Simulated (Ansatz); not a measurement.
# Compressing KI: a fit and a missing row

KI, Fm-3m, a = 7.176 Å. Ansatz: PBE, PAW, 420 eV, Γ-centred 6×6×6 mesh on 2 atoms, Gaussian smearing 0.02 eV; no spin polarisation. Symmetry fixes shape and atoms, so the cell is only scaled; pressure is positive in compression.

| V (Å³/atom) | P (GPa) |
| --- | --- |
| 43.426 | ? |
| 44.812 | 0.38 |
| 46.198 | 0.03 |
| 47.584 | -0.27 |
| 48.970 | -0.52 |

Task: Take V0 = 46.198 Å³/atom, count pressures from its P0 = 0.03 GPa, fit the third-order Birch–Murnaghan form to the other rows, and predict the missing pressure.

Result: With the Eulerian strain f = ½[(V0/V)^(2/3) − 1] and y = (P − P0)/[3f(1 + 2f)^(5/2)], the form is the line y = B0 + 1.5 B0 (B0′ − 4) f. Rows (f, y): 0.01026, 10.81; -0.00976, 10.76; -0.01905, 10.61. Means f = -0.006183, y = 10.727; Σ(Δf)² = 0.0004487, ΣΔfΔy = 0.002752; the slope is their ratio. y = 10.76 + 6.133 f GPa, so B0 = 10.8 GPa and B0′ = 4 + 2 × (6.133)/(3 × 10.76) = 4.38. At V = 43.426, f = 0.02106, y = 10.889 and P = 0.79 GPa. The run gave 0.80 GPa, so the fit is 0.01 GPa too low, a small miss on the scale of the series. The form still works here, 33 % of the fitted range beyond its end.